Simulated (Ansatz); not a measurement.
## WC in Ansatz: the effect of functional

The system is WC.

```
W C
1.0
     0.00000    2.22154    2.22154
     2.22154    0.00000    2.22154
     2.22154    2.22154    0.00000
W C
1 1
Direct
  0.00000 0.00000 0.00000
  0.50000 0.50000 0.50000
```

Measurements of this composition are mostly on another form, of space group No. 187.

The cell isn't the ideal one: volume scaled by 1.04.

Alike in all runs:

| Property | Result |
| --- | --- |
| Program | Ansatz 0.2.0 |
| Task | single point |
| Potentials or basis | Ansatz PAW |
| k mesh | 10 × 10 × 10 |
| Occupations | fermi-dirac, width 0.05 eV |
| Spin | no spin polarisation |

Q: One run gave: pressure -28.1 GPa. Which functional did it use?
A. PBEsol
B. r2SCAN
C. LDA

A: C.

| functional | cutoff | pressure (GPa) |
| --- | --- | --- |
| LDA | 420 eV (not typed: the program's choice for these potentials) | -28.1 |
| PBEsol | 420 eV (not typed: the program's choice for these potentials) | -22.6 |
| r2SCAN | 500 eV (not typed: the program's choice for these potentials) | -18.3 |

Caveats: the PAW data sets come from PBE, with cores solved anew for the run's functional, which leaves a small shift of forces and pressure.

Runs at the PBE level aren't shown here.
